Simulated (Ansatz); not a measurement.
# BN: experiment and calculation

**Measured values to compare with.**

A printed reference work, textbook reports, for a bulk crystal of BN: lattice constant a 2.504 Å; lattice constant c 6.6612 Å.

The results are compared with them further down.

Theory: DFT PBE+D3(BJ), scalar-relativistic, plane waves, PAW in Ansatz 0.2.0.

Settings: cutoff 420 eV, Γ-centred mesh 12×12×4 on the computed 4-atom cell, Gaussian smearing of 0.02 eV; no spin polarisation.

Relaxed structure, symmetry kept:

```yaml
crystal:
  lattice:
    - [2.50643, 0.00000, 0.00000]
    - [-1.25321, 2.17063, 0.00000]
    - [0.00000, 0.00000, 6.61412]
  atoms:
    - { symbol: B, position: [0.33333, 0.66667, 0.25000] }
    - { symbol: B, position: [0.66667, 0.33333, 0.75000] }
    - { symbol: N, position: [0.33333, 0.66667, 0.75000] }
    - { symbol: N, position: [0.66667, 0.33333, 0.25000] }
```

```
Space group                                                : P6_3/mmc (No. 194)
Volume per atom                                            : 9.00 Å³
Kohn–Sham band gap                                         : 4.23 eV
Löwdin character of the top 1 eV of the valence band       : N 2p 90 %, B 2p 9 %
Löwdin character of the lowest 1 eV of the conduction band : B 2p 88 %, N 2p 8 %
Bader charges (e)                                          : B (2 in the cell) 2.22, N (2 in the cell) -2.22
```

Measured lattice constant a of BN: 2.504 Å (a printed reference work, textbook). This calculation gives 2.506 Å (+0.1 %). A measured lattice constant c of BN is 6.6612 Å (a printed reference work, textbook); the calculated 6.614 Å misses it by -0.7 %. The calculation is for 0 K without zero-point motion.